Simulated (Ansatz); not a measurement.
# BaO: the cost of one run

Computed with Ansatz 0.2.0 (DFT, PBEsol, PAW with Ansatz's default frozen-core files, scalar-relativistic, unless a step's input says otherwise).

## (1) The starting structure

Symmetry: Fm-3m, No. 225, cubic system. Conventional cell: a = 5.500 Å, b = 5.500 Å, c = 5.500 Å, α = 90.00°, β = 90.00°, γ = 90.00°. Ba (site symmetry m-3m) is surrounded by 6 O at 2.75 Å. Around O (site symmetry m-3m) lie 6 Ba at 2.75 Å.

Coordinates:

```
CELL_PARAMETERS angstrom
0.00000 2.75000 2.75000
2.75000 0.00000 2.75000
2.75000 2.75000 0.00000
ATOMIC_POSITIONS crystal
Ba 0.00000 0.00000 0.00000
O 0.50000 0.50000 0.50000
```

Whether this phase is the stable one at these pressures isn't tested.

Atoms are numbered in the order of the input: Ba1, O2.

## (2) Volume scaled by 1, PAW

input.yaml reads:

```yaml
crystal:
  lattice:
    - [0.0, 2.75, 2.75]
    - [2.75, 0.0, 2.75]
    - [2.75, 2.75, 0.0]
  atoms:
    - { symbol: Ba, position: [0.0, 0.0, 0.0] }
    - { symbol: O, position: [0.5, 0.5, 0.5] }
kpoints:
  mp_grid: { grid: [9, 9, 9] }
  band_path:
    path:
      - [0.0, 0.0, 0.0]
      - [0.5, 0.0, 0.5]
      - [0.625, 0.25, 0.625]
      - [0.375, 0.375, 0.75]
      - [0.0, 0.0, 0.0]
      - [0.5, 0.5, 0.5]
      - [0.5, 0.25, 0.75]
      - [0.5, 0.0, 0.5]
    npoints: 6
scf:
  occupations: { method: fermi_dirac, width: 0.03 }
hamiltonian:
  xc: pbesol
  pseudopotentials: { kind: paw }
output:
  forces: true
  stress: true
  eigenvalues: true
  populations: true
  write_density: true
  write_potential: true
  elf: true
  volumetric_format: npy
```

The run is started by

```sh
$ ansatz run input.yaml --threads 1 --pin off --max-ram 2048MiB --backend cpu --events-out ev --progress --plain --runs-dir out
```

Q: Estimate wall time and peak memory on 1 thread of Arm Neoverse V2, shared host.

About 1.8 s, with a peak of 0.3 GiB.
